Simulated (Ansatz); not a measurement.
# K on an O site in KNbO3

These are results of DFT PBEsol, scalar-relativistic, plane waves, PAW (Ansatz), not measurements. Settings: 420 eV cutoff, 2×2×2 k-mesh, shifted by half a step, Gaussian smearing of 0.01 eV, collinear spin.

Host crystal, relaxed:

```
CELL_PARAMETERS angstrom
3.98649 0.00000 0.00000
0.00000 3.98649 0.00000
0.00000 0.00000 3.98649
ATOMIC_POSITIONS crystal
K 0.00000 0.00000 0.00000
Nb 0.50000 0.50000 0.50000
O 0.00000 0.50000 0.50000
O 0.50000 0.00000 0.50000
O 0.50000 0.50000 0.00000
```

Supercell of 40 atoms, rows in host cell vectors: 0 -2 0; 2 0 0; 0 0 2. Atoms relax at the host's cell, keeping the symmetry that the supercell leaves at the site. The cell is small, so energies carry finite-size errors of tenths of an eV. The host's Kohn–Sham gap is 1.53 eV.

Defect: K on an O site, charge 0.

Command:

```bash
ansatz run input.yaml --threads 4 --pin off --max-ram 6144MiB --backend cpu --events-out ev --progress --plain --runs-dir out
```

The input:

```yaml
crystal:
  lattice:
    - [0.0, -7.9729743133, 0.0]
    - [7.9729743133, 0.0, 0.0]
    - [0.0, 0.0, 7.9729743133]
  atoms:
    - { symbol: K, position: [0.0, 0.0, 0.5] }
    - { symbol: K, position: [0.0, 0.0, 0.0] }
    - { symbol: K, position: [0.5, 0.0, 0.5] }
    - { symbol: K, position: [0.5, 0.0, 0.0] }
    - { symbol: K, position: [0.0, 0.5, 0.5] }
    - { symbol: K, position: [0.0, 0.5, 0.0] }
    - { symbol: K, position: [0.5, 0.5, 0.5] }
    - { symbol: K, position: [0.5, 0.5, 0.0] }
    - { symbol: Nb, position: [0.25, 0.25, 0.25], spin: 0.333 }
    - { symbol: Nb, position: [0.25, 0.25, 0.75] }
    - { symbol: Nb, position: [0.75, 0.25, 0.25] }
    - { symbol: Nb, position: [0.75, 0.25, 0.75] }
    - { symbol: Nb, position: [0.25, 0.75, 0.25], spin: 0.333 }
    - { symbol: Nb, position: [0.25, 0.75, 0.75] }
    - { symbol: Nb, position: [0.75, 0.75, 0.25] }
    - { symbol: Nb, position: [0.75, 0.75, 0.75] }
    - { symbol: K, position: [0.25, 0.5, 0.25], spin: 0.333 }
    - { symbol: O, position: [0.25, 0.5, 0.75] }
    - { symbol: O, position: [0.75, 0.5, 0.25] }
    - { symbol: O, position: [0.75, 0.5, 0.75] }
    - { symbol: O, position: [0.25, 0.0, 0.25] }
    - { symbol: O, position: [0.25, 0.0, 0.75] }
    - { symbol: O, position: [0.75, 0.0, 0.25] }
    - { symbol: O, position: [0.75, 0.0, 0.75] }
    - { symbol: O, position: [0.5, 0.25, 0.25] }
    - { symbol: O, position: [0.5, 0.25, 0.75] }
    - { symbol: O, position: [1.0, 0.25, 0.25] }
    - { symbol: O, position: [1.0, 0.25, 0.75] }
    - { symbol: O, position: [0.5, 0.75, 0.25] }
    - { symbol: O, position: [0.5, 0.75, 0.75] }
    - { symbol: O, position: [1.0, 0.75, 0.25] }
    - { symbol: O, position: [1.0, 0.75, 0.75] }
    - { symbol: O, position: [0.25, 0.25, 0.5] }
    - { symbol: O, position: [0.25, 0.25, 0.0] }
    - { symbol: O, position: [0.75, 0.25, 0.5] }
    - { symbol: O, position: [0.75, 0.25, 0.0] }
    - { symbol: O, position: [0.25, 0.75, 0.5] }
    - { symbol: O, position: [0.25, 0.75, 0.0] }
    - { symbol: O, position: [0.75, 0.75, 0.5] }
    - { symbol: O, position: [0.75, 0.75, 0.0] }
  host:
    lattice:
      - [3.9864871567, 0.0, 0.0]
      - [0.0, 3.9864871567, 0.0]
      - [0.0, 0.0, 3.9864871567]
    atoms:
      - { symbol: K, position: [0.0, 0.0, 0.0] }
      - { symbol: Nb, position: [0.5, 0.5, 0.5] }
      - { symbol: O, position: [0.0, 0.5, 0.5] }
      - { symbol: O, position: [0.5, 0.0, 0.5] }
      - { symbol: O, position: [0.5, 0.5, 0.0] }
basis:
  ecutwfc: 420
  xc_grid: 2
kpoints:
  mp_grid: { grid: [2, 2, 2], shift: [0.5, 0.5, 0.5] }
hamiltonian:
  xc: pbesol
scf:
  occupations: { method: gaussian, width: 0.01 }
output:
  forces: true
  stress: false
  eigenvalues: true
  populations: true
  charged_corrections: { defect_position: [0.25, 0.5, 0.25] }
  write_density: true
  write_potential: true
  elf: true
  volumetric_format: npy
magnetization:
  spin_polarized: true
relax:
  adjacent_minimum: "off"
  f_tol: 0.025
  max_steps: 45
```

From the output:

```
Warning: RAYON_NUM_THREADS=4 ignored (pool sized by the plan → 4); use --threads N
Crystal: 40 atoms, lattice volume = 506.829 Å³
Basis set: ecut = 420 eV, 9843 PW (Γ), exchange–correlation on 108×108×108 points (8 copies of the dense FFT grid, shifted against one another)
Bands: 202, of which v1, the nominal top of the filled ones, is band 162 counted from 1 (161 counted from 0)
Symmetry: 16 space group operations
Space group: P4/mmm (ITA 123), of the structure as read, at distance tolerance 8.0e-5 Å
k-points: 1 of 8
relax step   1: F+E_penalty+E_count = -62538.69627926 eV  Δ(F+E_penalty+E_count) = +0.000e0 eV  max|allowed force component| = 1.255e1 eV/Å  Δτ_max = 0.0000 Å
relax step   2: F+E_penalty+E_count = -62541.68454359 eV  Δ(F+E_penalty+E_count) = -2.988e0 eV  max|allowed force component| = 1.648e0 eV/Å  Δτ_max = 0.1939 Å
relax step   3: F+E_penalty+E_count = -62541.74796636 eV  Δ(F+E_penalty+E_count) = -6.342e-2 eV  max|allowed force component| = 4.174e-1 eV/Å  Δτ_max = 0.1971 Å
relax step   4: F+E_penalty+E_count = -62541.92254026 eV  Δ(F+E_penalty+E_count) = -1.746e-1 eV  max|allowed force component| = 3.305e-1 eV/Å  Δτ_max = 0.0847 Å
relax step   5: F+E_penalty+E_count = -62541.93177565 eV  Δ(F+E_penalty+E_count) = -9.235e-3 eV  max|allowed force component| = 3.736e-2 eV/Å  Δτ_max = 0.0092 Å
relax step   6: F+E_penalty+E_count = -62541.93223701 eV  Δ(F+E_penalty+E_count) = -4.614e-4 eV  max|allowed force component| = 1.262e-2 eV/Å  Δτ_max = 0.0032 Å
SCF converged after 9 iterations
Free energy (F): -62541.932237 eV
E sigma→0 (E₀):  -62541.932229 eV
Fermi energy:    11.252298 eV
```

The relaxation gained 3.24 eV in 6 steps. Time: 62 s on 4 threads of Arm Neoverse V1 (shared host), peak memory 1.2 GiB.